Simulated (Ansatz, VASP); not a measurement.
# FePt (Tetraferroplatinum) in VASP and in Ansatz

```
Pt Fe
1.0
     2.75934    0.00000    0.00000
     0.00000    2.75934    0.00000
     0.00000    0.00000    3.76895
Pt Fe
1 1
Direct
  0.50000 0.50000 0.50000
  0.00000 0.00000 0.00000
```

Change from the starting cell: volume scaled by 1.04.

Alike in both runs: task single point; functional PBE; k mesh 10 × 10 × 7; occupations fermi-dirac, width 0.05 eV; collinear spin, ferromagnetic start.

```csv
,VASP,Ansatz
version,VASP 6.6.1,Ansatz 0.2.0
potentials or method,"VASP PAW PBE potentials, release 64 (Pt, Fe)",Ansatz PAW
plane-wave cutoff (eV),520,420
valence electrons in the cell,18,34
```

Ansatz gave:

```
gap on the k mesh at the Fermi level (eV)                     : none
pressure (GPa)                                                : -4.3
largest component of the traceless stress (GPa)               : 0.21
net moment per atom (μB)                                      : 1.68
size of the moment on the site where the two differ most (μB) : 0.40
```

Problem. What did VASP give for the same quantities?

Solution. gap on the k mesh at the Fermi level (eV): none; pressure (GPa): -4.7; largest component of the traceless stress (GPa): 0.26; net moment per atom (μB): 1.67; size of the moment on the site where the two differ most (μB): 0.34.

Site moments also hang on the region over which each program counts them. A gap of «none» marks a metal or a gap that the smearing closes. The two sets of potentials don't hold the same shells in valence.

Spin-orbit coupling is left out, which matters for the levels of Pt.
